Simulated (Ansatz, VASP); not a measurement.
## Ir: VASP beside Ansatz

The input INCAR:

```
PREC     = Accurate       # precision mode
ENCUT    = 520            # plane-wave cutoff, eV
EDIFF    = 1E-7           # SCF threshold, eV
ISMEAR   = 0              # smearing method
SIGMA    = 0.05           # smearing width, eV
LREAL    = False          # projectors in reciprocal space
LASPH    = True           # aspherical terms in the spheres
NELM     = 60             # most SCF steps
ALGO     = Normal         # electronic algorithm
ISIF     = 2              # what is computed and relaxed
LWAVE    = False          # write WAVECAR
LCHARG   = False          # write CHGCAR
GGA      = PS             # functional
NBANDS   = 10             # bands
```

The input KPOINTS:

```
regular mesh
0
Gamma
  18 18 18
```

The input POSCAR:

```
Ir
1.0
    0.0000000000      1.9150774022      1.9150774022
    1.9150774022      0.0000000000      1.9150774022
    1.9150774022      1.9150774022      0.0000000000
Ir
1
Direct
    0.0000000000      0.0000000000      0.0000000000
```

Input for Ansatz:

```yaml
crystal:
  lattice:
    - [0.0, 1.9150774022, 1.9150774022]
    - [1.9150774022, 0.0, 1.9150774022]
    - [1.9150774022, 1.9150774022, 0.0]
  atoms:
    - { symbol: Ir, position: [0.0, 0.0, 0.0] }
basis:
  ecutwfc: 420
  ecutrho_ratio: 4
kpoints:
  mp_grid: { grid: [18, 18, 18] }
hamiltonian:
  xc: pbesol
scf:
  occupations: { method: gaussian, width: 0.05 }
output:
  forces: true
  stress: true
  eigenvalues: true
```

Alike in both runs: task single point; functional PBEsol; k mesh 18 × 18 × 18; occupations gaussian, width 0.05 eV; no spin polarisation.

|  | VASP | Ansatz |
| --- | --- | --- |
| version | VASP 6.6.1 | Ansatz 0.2.0 |
| potentials or method | VASP PAW PBE potentials, release 64 (Ir) | scalar-relativistic, plane waves, PAW |
| plane-wave cutoff (eV) | 520 | 420 |
| valence electrons in the cell | 9 | 17 |

|  | VASP | Ansatz | Ansatz less VASP |
| --- | --- | --- | --- |
| pressure (GPa) | 1.0 | 0.0 | -0.99 |

With one functional, cell and mesh, what is left measures potentials, basis and numerics. The two sets of potentials don't hold the same shells in valence.

Caveats: the PAW data sets were made with another functional, which shifts forces and pressure a little (VASP). The runs have no spin-orbit coupling, so splittings on Ir are missing.
